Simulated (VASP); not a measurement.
Set up this calculation in VASP 6.6.1, as the native input.

```yaml
Task: relaxation of cell and atoms
Functional: r2SCAN
Potentials_or_basis: VASP PAW PBE potentials, release 64 (Al, Ru_pv)
Cutoff: 600 eV
k_mesh: 14 × 14 × 14
Occupations: gaussian, width 0.1 eV
Spin: no spin polarisation
Further_INCAR_settings: ALGO = Normal; EDIFF = 1e-07; IBRION = 2; EDIFFG = -0.005; NSW = 90; ISIF = 3
```

The structure of AlRu lies in POSCAR:

```
AlRu
1.0
    2.9824954400      0.0000000000      0.0000000000
    0.0000000000      2.9824954400      0.0000000000
    0.0000000000      0.0000000000      2.9824954400
Al Ru
1 1
Direct
    0.0000000000      0.0000000000      0.0000000000
    0.5000000000      0.5000000000      0.5000000000
```

The cell comes from a database or a generator and needn't be the stable form of this composition.

The input as run:

INCAR

```
ALGO = Normal ; EDIFF = 1E-7
EDIFFG = -0.005 ; ENCUT = 600
IBRION = 2 ; ISIF = 3
ISMEAR = 0 ; LASPH = T
LCHARG = F ; LMIXTAU = T
LREAL = F ; LWAVE = F
METAGGA = R2SCAN ; NELM = 100
NSW = 90 ; PREC = Accurate
SIGMA = 0.1
```

KPOINTS

```
k-points
0
Gamma
  14 14 14
```

Potentials or basis: VASP PAW PBE potentials, release 64 (Al, Ru_pv).

Launch:

```console
$ cat potpaw_PBE.64/Al/POTCAR potpaw_PBE.64/Ru_pv/POTCAR > POTCAR
$ mpirun -np 1 vasp_std > vasp.out
```

Results of the run:

```yaml
Relaxed_volume: 13.28 Å³/atom
Relaxed_cell: a = 2.983 Å, b = 2.983 Å, c = 2.983 Å, α = 90.00°, β = 90.00°, γ = 90.00°
Space_group_after_relaxing_to_0.05_Å: Pm-3m (No. 221)
Energy_gained_by_relaxing: 0.0 meV/atom
Ionic_steps: 3
Pressure_after_relaxing: 0.0 GPa
Band_gap_on_the_k_mesh: none (metal or under the smearing width)
```

Caveat: the PAW data sets were made with another functional, which shifts forces and pressure a little.

Wall time 3.9 min on 1 thread of Intel(R) Xeon(R) Platinum 8259CL CPU @ 2.50GHz (Skylake/Cascade Lake), on a shared host, peak memory 0.18 GiB.
